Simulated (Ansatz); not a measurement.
**The 2H-WSe2 bilayer (2H stacking) between two gates**

Aim: screening and gap of the neutral 2H-WSe2 bilayer (2H stacking) between oppositely charged gates.

Main program and level: Ansatz 0.2.0; plane-wave DFT, PBE-D3(BJ), Ansatz PAW (set soft_1); PAW set soft_1, in the first sound run; inputs show where later runs differ.

**1. The structure**

The cell holds 6 atoms: 4 Se and 2 W. Cell: a = 3.320 Å, b = 3.320 Å, c = 52.181 Å, α = 90.0°, β = 90.0°, γ = 120.0°. Regions: layer 1: 2H-WSe2, 3 atoms (2 Se and 1 W); layer 2: 2H-WSe2, 3 atoms (2 Se and 1 W). Vacuum lies along c.

**2. Relaxation**

The starting cell is a guess, so the in-plane lattice and the atoms are relaxed first, with the slab cut off from its images along the normal.

input.yaml

```yaml
crystal:
  lattice:
    - [3.32, 0.0, 0.0]
    - [-1.66, 2.8752043406, 0.0]
    - [0.0, 0.0, 52.180695867]
  atoms:
    - { symbol: Se, position: [0.3333333333, 0.6666666667, 0.3986148451] }
    - { symbol: W, position: [0.0, 0.0, 0.4344551867] }
    - { symbol: Se, position: [0.3333333333, 0.6666666667, 0.4702955284] }
    - { symbol: Se, position: [0.0, 0.0, 0.5297044716] }
    - { symbol: W, position: [0.3333333333, 0.6666666667, 0.5655448133] }
    - { symbol: Se, position: [0.0, 0.0, 0.6013851549] }
  periodic: [true, true, false]
kpoints:
  mp_grid: { grid: [12, 12, 1] }
hamiltonian:
  xc: pbe
  dispersion: d3bj
  pseudopotentials: { kind: paw, azcp: { folder: soft_1 } }
scf:
  occupations: { method: fermi_dirac, width: 0.05 }
  convergence: { dr2_threshold: 1.0e-09 }
relax:
  f_tol: 0.004
  max_steps: 90
  cell: {}
output:
  write_potential: true
  write_density: true
  volumetric_format: npy
```

Launch:

```bash
ansatz run input.yaml --threads 4 --pin off --max-ram 8192MiB --backend cpu --events-out ev --progress --plain --runs-dir out
```

Numbers of over 12 decimals in the logs are rounded to 6 here.

The log of the run:

```text
Warning: relax.cell: scf.convergence.dr2_threshold = 1e-9 eV is looser than the 1.41654749569e-10 eV advised for a relaxation that steers and ends on the stress (1e-10 eV for each atom of the cell: 6, times the square of relax.cell.stress_2d_tol = 0.05 N/m over 20.6 Å (the atoms' height at the walk's start and 5 Å past either face), 2.429e-2 GPa, over a crystal's default 0.05). What an SCF threshold leaves in a stress goes as its square root, and in the free energy as the threshold itself, and one threshold admits the most on a small cell: [figures from the program's tests cut] Set scf.convergence.dr2_threshold to 1.41654749569e-10 eV or tighter. [rest of the remark cut]
Engine: ansatz 0.2.0, aarch64-unknown-linux-gnu
Pseudopotentials: kind: paw
Pseudopotential: Se, paw, valence charge 16, recommended cutoff 420 eV (normal), soft_1/Se.paw.azcp
Pseudopotential: W, paw, valence charge 14, recommended cutoff 420 eV (normal), soft_1/W.paw.azcp
Functional definition: PBE
  parameter kappa = 0.804
  parameter beta = 0.066725
  exchange = pbe_x(kappa = kappa, mu = beta*pi^2/3)
  correlation = pbe_c(beta = beta)
Crystal: 6 atoms, lattice volume = 498.100 Å³
Basis set: ecut = 420 eV, 9895 PW (Γ), exchange–correlation on 48×48×720 points (8 copies of the dense FFT grid, shifted against one another)
Bands: 56, of which v1, the nominal top of the filled ones, is band 46 counted from 1 (45 counted from 0)
Symmetry: 12 space group operations
Space group: P-3m1 (ITA 164), of the structure as read, at distance tolerance 7.9e-5 Å
k-points: 19 of 144
Non-local potential: Se, projectors of the file, l = 0: 2, l = 1: 2, l = 2: 3, l = 3: 1
Non-local potential: W, projectors of the file, l = 0: 3, l = 1: 2, l = 2: 2, l = 3: 1
PAW form: soft (Blöchl's): semilocal exchange-correlation on the pseudo side does not see the compensation charge
PAW one-centre angular grid: Se, 590 points (default); XC on 64 Gauss nodes
PAW one-centre angular grid: W, 590 points (default); XC on 64 Gauss nodes
Initial density: superposition of atomic densities (neutral atoms: chi_scale 0, normalization atom)
Initial wavefunctions: pseudopotential atomic-orbital guess
Functional: x = pbe(κ = 0.804, μ = 0.219515), c = pbe(β = 0.066725)
iter 1 solved again at ethr=2.24e-3 eV; its pass at ethr=3.10e-3 eV (dr2=2.06e0 eV) is discarded
SCF iter   1: F=—  HF=-42653.305075 eV  |F-HF|=—  |Δ(HF+E_count)|=         —  Δρ=1.73e-2  dr2=2.05e0  ethr=2.24e-3  ⟨swp⟩=1.9  Hψ=7753  notcnv=0
preconditioner: auto → Resta (q_TF=auto, 2.059 Å⁻¹)  ε∞=2.5  [insulator: Δε(μ)=0.935 eV  Ē_g=8.233 eV  σ=0.050 eV  W_gap=1.00  n_scr=34 (ndim 8)  ℏωp=10.0 eV  f_vac=0.725  D(μ)=0.00/eV (n_scr^D=0)  ε∞_Penn≈2.5  vacuum switching on, ρ_ref=4.9e-3 e/Å³]
SCF iter   2: F=—  HF=-42652.781546 eV  |F-HF|=—  |Δ(HF+E_count)|=   5.24e-1  Δρ=7.39e-3  dr2=4.16e-1  ethr=2.22e-3  ⟨swp⟩=3.4  Hψ=2054  notcnv=0
SCF iter   3: F=—  HF=-42652.814960 eV  |F-HF|=—  |Δ(HF+E_count)|=   3.34e-2  Δρ=7.10e-3  dr2=9.41e-1  ethr=4.52e-4  ⟨swp⟩=4.4  Hψ=2193  notcnv=0  defer=12
SCF iter   4: F=—  HF=-42652.710291 eV  |F-HF|=—  |Δ(HF+E_count)|=   1.05e-1  Δρ=1.90e-3  dr2=1.91e-2  ethr=4.52e-4  ⟨swp⟩=3.5  Hψ=1706  notcnv=0  defer=42
SCF iter   5: F=—  HF=-42652.714290 eV  |F-HF|=—  |Δ(HF+E_count)|=   4.00e-3  Δρ=1.05e-3  dr2=6.95e-2  ethr=2.08e-5  ⟨swp⟩=3.4  Hψ=2033  notcnv=0  defer=42
SCF iter   6: F=—  HF=-42652.709633 eV  |F-HF|=—  |Δ(HF+E_count)|=   4.66e-3  Δρ=2.77e-4  dr2=3.09e-4  ethr=2.08e-5  ⟨swp⟩=2.8  Hψ=1605  notcnv=0  defer=42
SCF iter   7: F=—  HF=-42652.709746 eV  |F-HF|=—  |Δ(HF+E_count)|=   1.13e-4  Δρ=9.67e-5  dr2=4.21e-5  ethr=3.36e-7  ⟨swp⟩=3.6  Hψ=2215  notcnv=0  defer=42
SCF iter   8: F=—  HF=-42652.709749 eV  |F-HF|=—  |Δ(HF+E_count)|=   2.90e-6  Δρ=1.85e-5  dr2=2.43e-6  ethr=4.57e-8  ⟨swp⟩=3.0  Hψ=2214  notcnv=0  defer=42
SCF iter   9: F=—  HF=-42652.709636 eV  |F-HF|=—  |Δ(HF+E_count)|=   1.13e-4  Δρ=8.19e-6  dr2=3.88e-7  ethr=2.64e-9  ⟨swp⟩=3.2  Hψ=2070  notcnv=0  defer=42
SCF iter  10: F=—  HF=-42652.709637 eV  |F-HF|=—  |Δ(HF+E_count)|=   3.54e-7  Δρ=2.21e-6  dr2=5.23e-8  ethr=4.22e-10  ⟨swp⟩=3.0  Hψ=2165  notcnv=0  defer=42
SCF iter  11: F=—  HF=-42652.709637 eV  |F-HF|=—  |Δ(HF+E_count)|=   1.41e-8  Δρ=5.98e-7  dr2=2.49e-9  ethr=5.69e-11  ⟨swp⟩=3.2  Hψ=2267  notcnv=0  defer=42
SCF iter  12: F=—  HF=-42652.709637 eV  |F-HF|=—  |Δ(HF+E_count)|=   7.22e-9  Δρ=4.55e-7  dr2=4.45e-9  ethr=1.09e-12  ⟨swp⟩=12.3  Hψ=7554  notcnv=0
SCF iter  13: F=—  HF=-42652.709637 eV  |F-HF|=—  |Δ(HF+E_count)|=  7.49e-10  Δρ=2.89e-7  dr2=1.77e-9  ethr=2.70e-12  ⟨swp⟩=2.0  Hψ=1358  notcnv=0  defer=42
SCF iter  14: F=-42652.709637 eV  HF=-42652.709637 eV  |F-HF|=1.60e-10  |Δ(HF+E_count)|=  5.09e-11  Δρ=1.29e-7  dr2=3.30e-10  ethr=1.09e-12  ⟨swp⟩=9.4  Hψ=5804  notcnv=0
SCF 1 converged in 14 iterations: F = -42652.709637 eV  dr2 = 3.30e-10
  greatest PAW one-centre occupation: 1.000 electrons in one spin orbital (limit 2), on the Se atom at site 3 (counted from 0), in its partial waves of l = 2
relax step   1: F+E_penalty+E_count = -42652.70963670 eV  Δ(F+E_penalty+E_count) = +0.000e0 eV  max|allowed force component| = 2.631e0 eV/Å  Δτ_max = 0.0000 Å  P = -13.441 N/m  Ω = 498.100 Å³  fix = [c, alpha, beta]  reactions: c -0.000 N/m  (14 SCF iters, accepted)
Crystal: 6 atoms, lattice volume = 489.903 Å³
Basis set: ecut = 420 eV, 9763 PW (Γ), exchange–correlation on 48×48×720 points (8 copies of the dense FFT grid, shifted against one another)
Initial density: handed on by an earlier stage of this run
Initial wavefunctions: those handed on with the density
iter 1 solved again at ethr=6.79e-4 eV; its pass at ethr=3.10e-3 eV (dr2=6.24e-1 eV) is discarded
SCF iter   1: F=—  HF=-42653.947925 eV  |F-HF|=—  |Δ(HF+E_count)|=         —  Δρ=8.02e-3  dr2=6.30e-1  ethr=6.79e-4  ⟨swp⟩=2.0  Hψ=6456  notcnv=0
preconditioner: auto → Resta (q_TF=auto, 2.065 Å⁻¹)  ε∞=2.3  [insulator: Δε(μ)=1.498 eV  Ē_g=8.760 eV  σ=0.050 eV  W_gap=1.00  n_scr=34 (ndim 8)  ℏωp=10.1 eV  f_vac=0.737  D(μ)=0.00/eV (n_scr^D=0)  ε∞_Penn≈2.3  vacuum switching on, ρ_ref=5.6e-3 e/Å³]
SCF iter   2: F=—  HF=-42653.914199 eV  |F-HF|=—  |Δ(HF+E_count)|=   3.37e-2  Δρ=5.51e-3  dr2=4.63e-1  ethr=6.79e-4  ⟨swp⟩=3.9  Hψ=1978  notcnv=0
SCF iter   3: F=—  HF=-42653.850487 eV  |F-HF|=—  |Δ(HF+E_count)|=   6.37e-2  Δρ=2.43e-3  dr2=2.55e-2  ethr=5.03e-4  ⟨swp⟩=3.6  Hψ=1846  notcnv=0  defer=50
SCF iter   4: F=—  HF=-42653.845666 eV  |F-HF|=—  |Δ(HF+E_count)|=   4.82e-3  Δρ=5.41e-4  dr2=1.37e-3  ethr=2.78e-5  ⟨swp⟩=3.5  Hψ=1868  notcnv=0  defer=56
[...]
SCF iter   8: F=—  HF=-42653.884028 eV  |F-HF|=—  |Δ(HF+E_count)|=   1.08e-4  Δρ=8.80e-6  dr2=6.40e-7  ethr=3.12e-9  ⟨swp⟩=3.6  Hψ=2090  notcnv=0  defer=29
SCF iter   9: F=—  HF=-42653.884028 eV  |F-HF|=—  |Δ(HF+E_count)|=   2.37e-7  Δρ=2.50e-6  dr2=6.20e-8  ethr=6.96e-10  ⟨swp⟩=3.6  Hψ=2061  notcnv=0  defer=31
SCF iter  10: F=—  HF=-42653.884028 eV  |F-HF|=—  |Δ(HF+E_count)|=   9.45e-8  Δρ=7.82e-7  dr2=6.21e-9  ethr=6.74e-11  ⟨swp⟩=3.1  Hψ=1760  notcnv=0  defer=31
SCF iter  11: F=-42653.884028 eV  HF=-42653.884028 eV  |F-HF|=1.38e-9  |Δ(HF+E_count)|=   5.01e-9  Δρ=1.50e-7  dr2=5.75e-10  ethr=1.09e-12  ⟨swp⟩=12.5  Hψ=7801  notcnv=0
SCF 3 converged in 11 iterations: F = -42653.884028 eV  dr2 = 5.75e-10
relax step   3: F+E_penalty+E_count = -42653.88402843 eV  Δ(F+E_penalty+E_count) = -3.845e-2 eV  max|allowed force component| = 3.737e-2 eV/Å  Δτ_max = 0.1947 Å  P = +0.582 N/m  Ω = 484.277 Å³  energy of the carried Pulay correction = +6.206e-4 eV  fix = [c, alpha, beta]  reactions: c +0.000 N/m  (11 SCF iters, accepted)
[...]
relax step   4: F+E_penalty+E_count = -42653.88339621 eV  Δ(F+E_penalty+E_count) = +6.322e-4 eV  max|allowed force component| = 3.131e-2 eV/Å  Δτ_max = 0.0871 Å  P = -0.235 N/m  Ω = 487.948 Å³  energy of the carried Pulay correction = +4.541e-4 eV  fix = [c, alpha, beta]  (10 SCF iters, rejected (line search))
[...]
relax step   5: F+E_penalty+E_count = -42653.88619486 eV  Δ(F+E_penalty+E_count) = -2.166e-3 eV  max|allowed force component| = 7.073e-3 eV/Å  Δτ_max = 0.0305 Å  P = +0.024 N/m  Ω = 486.690 Å³  energy of the carried Pulay correction = +5.110e-4 eV  fix = [c, alpha, beta]  reactions: c +0.000 N/m  (11 SCF iters, accepted)
[...]
relax step   6: F+E_penalty+E_count = -42653.88619950 eV  Δ(F+E_penalty+E_count) = -4.632e-6 eV  max|allowed force component| = 1.434e-2 eV/Å  Δτ_max = 0.0158 Å  P = +0.024 N/m  Ω = 486.836 Å³  energy of the carried Pulay correction = +5.044e-4 eV  fix = [c, alpha, beta]  reactions: c +0.000 N/m  (9 SCF iters, accepted)
[...]
relax step   7: F+E_penalty+E_count = -42653.88626631 eV  Δ(F+E_penalty+E_count) = -6.681e-5 eV  max|allowed force component| = 1.168e-3 eV/Å  Δτ_max = 0.0067 Å  P = -0.004 N/m  Ω = 486.832 Å³  energy of the carried Pulay correction = +5.046e-4 eV  fix = [c, alpha, beta]  reactions: c -0.000 N/m  (9 SCF iters, accepted)
Initial wavefunctions: pseudopotential atomic-orbital guess (no wavefunctions were taken with the density)
iter 1 solved again at ethr=3.90e-7 eV; its pass at ethr=3.10e-3 eV (dr2=3.58e-4 eV) is discarded
SCF iter   1: F=—  HF=-42653.885733 eV  |F-HF|=—  |Δ(HF+E_count)|=         —  Δρ=1.90e-5  dr2=2.92e-7  ethr=3.90e-7  ⟨swp⟩=7.3  Hψ=10922  notcnv=0
eigensolver tolerance schedule: the retry pair's looser diagonalisation over-reported the residual by 1228.06 of it (diagonalisation noise at 0.18 of the residual, at the tolerance the schedule requests for it); recorded, not acted on — ethr = c·dr2/N_el stays at c = 1.0e-1
preconditioner: auto → Resta (q_TF=auto, 2.067 Å⁻¹)  ε∞=2.3  [insulator: Δε(μ)=1.284 eV  Ē_g=8.866 eV  σ=0.050 eV  W_gap=1.00  n_scr=34 (ndim 8)  ℏωp=10.1 eV  f_vac=0.743  D(μ)=0.00/eV (n_scr^D=0)  ε∞_Penn≈2.3  vacuum switching on, ρ_ref=5.7e-3 e/Å³]
SCF iter   2: F=—  HF=-42653.885630 eV  |F-HF|=—  |Δ(HF+E_count)|=   1.03e-4  Δρ=9.83e-6  dr2=7.96e-8  ethr=3.17e-10  ⟨swp⟩=4.6  Hψ=2799  notcnv=0
SCF iter   3: F=—  HF=-42653.885630 eV  |F-HF|=—  |Δ(HF+E_count)|=   7.30e-8  Δρ=2.04e-6  dr2=3.56e-8  ethr=8.66e-11  ⟨swp⟩=3.0  Hψ=2263  notcnv=0
SCF iter   4: F=—  HF=-42653.885630 eV  |F-HF|=—  |Δ(HF+E_count)|=   3.58e-9  Δρ=8.61e-7  dr2=8.82e-9  ethr=3.87e-11  ⟨swp⟩=3.4  Hψ=1991  notcnv=0
SCF iter   5: F=-42653.885630 eV  HF=-42653.885630 eV  |F-HF|=1.98e-9  |Δ(HF+E_count)|=  2.11e-10  Δρ=2.58e-7  dr2=5.34e-10  ethr=1.09e-12  ⟨swp⟩=16.2  Hψ=9095  notcnv=0
SCF 8 converged in 5 iterations: F = -42653.885630 eV  dr2 = 5.34e-10
relax step   8: F+E_penalty+E_count = -42653.88563045 eV  Δ(F+E_penalty+E_count) = +6.359e-4 eV  max|allowed force component| = 1.012e-3 eV/Å  Δτ_max = 0.0000 Å  P = +0.005 N/m  Ω = 486.832 Å³  fix = [c, alpha, beta]  reactions: c +0.000 N/m  stress off target by 4.74e-3 N/m on what of the cell is left free  SCF on the basis re-selected at this cell (its energy is not comparable with the rows above)  (5 SCF iters)
basis re-selected at this cell: Δ(F+E_penalty+E_count) = +6.359e-4 eV, ΔP = +0.009 N/m vs the last step (what re-selecting the basis moved, of the pressure what is left beyond the Pulay correction that the steps carried, after the strain that the cell walked since its last selection, with what the two solves' SCF thresholds leave and, on support functions, any second-order correction that the steps lacked; it is no m [...]
SCF converged after 5 iterations
Free energy (F): -42653.885630 eV
Harris-Foulkes:  -42653.885630 eV  (|F-HF|=1.98e-9)
Internal energy: -42653.885630 eV  (E = F + TS)
E sigma→0 (E₀):  -42653.885630 eV
Entropy (-TS):   -0.000000 eV (-0.000 meV/atom)
Fermi energy:    -4.312235 eV
--- Per-component energies (eV) ---
  E_band       = -3312.720696
  E_kinetic    = 1289.356012
  E_local      = -749192.417436  (includes V_loc(G=0)·N_el)
  E_nonlocal   = -1467.616897
  E_hartree    = 373980.092788
  E_xc         = -877.604644
  E_vxc        = -826.824551  (∫ρ·V_xc dr)
  E_paw        = -25675.034476  (= ΣΔE_a)
  E_vpaw       = -1075.403994  (= ΣTr[D̂ρ^β])
  E_aug_tail   = -0.001239  (compensation charges beyond the density's cutoff)
  E_ewald      = 359291.760452
  E_disp       = -2.420191  (pairwise vdW)
  E_smearing   = -0.000000  (= −TS)
  E_closure    = 0.000000  (closes the sum)
  Σ components = -42653.885630   (vs F -42653.885630, Δ=0.00e0)
--- Forces (eV/Å), atoms counted from 1 ---
  atom   1  Se     0.00000000     0.00000000     0.00075765
  atom   2  W      0.00000000    -0.00000000    -0.00073168
  atom   3  Se     0.00000000     0.00000000    -0.00101197
  atom   4  Se     0.00000000    -0.00000000     0.00101197
  atom   5  W     -0.00000000     0.00000000     0.00073168
  atom   6  Se    -0.00000000    -0.00000000    -0.00075765
  max |Σ_I F_I| component: 1.62e-17 eV/Å
--- 2D stress c σ (N/m, compression-positive) ---
        0.004744       0.000000       0.000000
        0.000000       0.004744       0.000000
        0.000000       0.000000       0.000000
  P = ½ c Tr σ = 0.0047 N/m
--- Band table (eV; the first three rows and the last of 19) ---
  k-point 0: bands = [... 42 lower, -6.2114, -6.2114, -5.6600, -4.9214, -2.1112, -2.1112, -2.0596, -2.0596, ... 6 higher]
  k-point 1: bands = [... 42 lower, -6.2705, -6.1185, -5.6561, -5.0489, -2.3622, -2.3214, -2.3012, -2.2378, ... 6 higher]
  k-point 2: bands = [... 42 lower, -6.5349, -6.2165, -5.7463, -5.4804, -3.0453, -2.7642, -2.5307, -2.4551, ... 6 higher]
  k-point 18: bands = [... 42 lower, -7.4339, -7.4339, -5.1494, -5.0004, -3.3751, -3.3751, -2.6546, -1.9813, ... 6 higher]
  the weakly bound empty levels are not read free of the cell's end (no_gap_told)
--- Relaxed structure (7 steps of the walk, 6 accepted, 1 SCFs on fresh bases) ---
  F+E_penalty+E_count = -42653.88563045 eV   max|allowed force component| = 1.012e-3 eV/Å   (the final SCF, on the basis selected at the relaxed cell)
  cell:  # Å, volume = 486.8322 Å³
    - [3.282233, 0.0, 0]
    - [-1.641116, 2.842497, 0]
    - [0, 0, 52.180695867]
  atoms:
    - { symbol: Se, position: [0.333333, 0.666667, 0.406370] }
    - { symbol: W, position: [9.251858539620035e-18, -5.088522196306339e-17, 0.438662] }
    - { symbol: Se, position: [0.333333, 0.666667, 0.470941] }
    - { symbol: Se, position: [9.251858539620026e-18, -5.0885221963063406e-17, 0.529059] }
    - { symbol: W, position: [0.333333, 0.666667, 0.561338] }
    - { symbol: Se, position: [9.251858539620026e-18, -5.0885221963063406e-17, 0.593630] }
```

Elapsed: 58 s, on 4 threads of Arm Neoverse V2, shared host; peak memory 1.3 GiB.

The steps of the relaxation:

| step | energy less that of the first step (eV) | largest force component (eV/Å) | volume (Å³) |
| --- | --- | --- | --- |
| 1 | 0.0000 | 2.6313 | 498.10 |
| 2 | -1.1359 | 0.1284 | 489.90 |
| 3 | -1.1744 | 0.0374 | 484.28 |
| 4 | -1.1738 | 0.0313 | 487.95 |
| 5 | -1.1766 | 0.0071 | 486.69 |
| 6 | -1.1766 | 0.0143 | 486.84 |
| 7 | -1.1766 | 0.0012 | 486.83 |
| 8* | -1.1760 | 0.0010 | 486.83 |

Relaxation steps marked * repeat the geometry before them on a plane-wave basis chosen anew for their cell, so energy and pressure can jump there. Relaxation step 4 was tried and not accepted.

The run keeps the 12 symmetry operations that it works with, so distortions that break them were not tested.

| cell as run | before | after | change |
| --- | --- | --- | --- |
| a (Å) | 3.320 | 3.282 | -1.1 % |
| b (Å) | 3.320 | 3.282 | -1.1 % |

The atoms that moved most (Å, along periodic axes as changes of fractional coordinates times the final cell, across vacuum about the mean position):

```csv
atom,dx,dy,dz,length
Se1,0.000,0.000,0.405,0.405
Se6,0.000,0.000,-0.405,0.405
W5,0.000,0.000,-0.220,0.220
W2,0.000,0.000,0.220,0.220
Se3,0.000,0.000,0.034,0.034
Se4,0.000,0.000,-0.034,0.034
```

Final coordinates:

```cif
data_structure
_symmetry_space_group_name_H-M 'P 1'
_symmetry_Int_Tables_number 1
_cell_length_a 3.2822
_cell_length_b 3.2822
_cell_length_c 52.1807
_cell_angle_alpha 90.000
_cell_angle_beta 90.000
_cell_angle_gamma 120.000
_cell_volume 486.83
loop_
_atom_site_label
_atom_site_type_symbol
_atom_site_fract_x
_atom_site_fract_y
_atom_site_fract_z
_atom_site_occupancy
Se1 Se 0.33333 0.66667 0.40637 1
W2 W 0.00000 0.00000 0.43866 1
Se3 Se 0.33333 0.66667 0.47094 1
Se4 Se 0.00000 0.00000 0.52906 1
W5 W 0.33333 0.66667 0.56134 1
Se6 Se 0.00000 0.00000 0.59363 1
```

The lattice constant a goes from 3.320 to 3.282 Å.

[end of part 1 of 3]

[Logs are printed without paths, hosts, clocks, repeated set-up lines and the standing remarks that a program may print on its own settings, such as how far it seeks lower states.]

[Hosts, paths, dates, database ids (printed as entryN), source tags and the programs' standing remarks are cut or masked in the printed files.]

[Maps of the electrostatic potential energy from Ansatz leave out the sawtooth potential of an applied field or a dipole correction, so their vacuum need not be flat; planar profiles and work functions include it.]
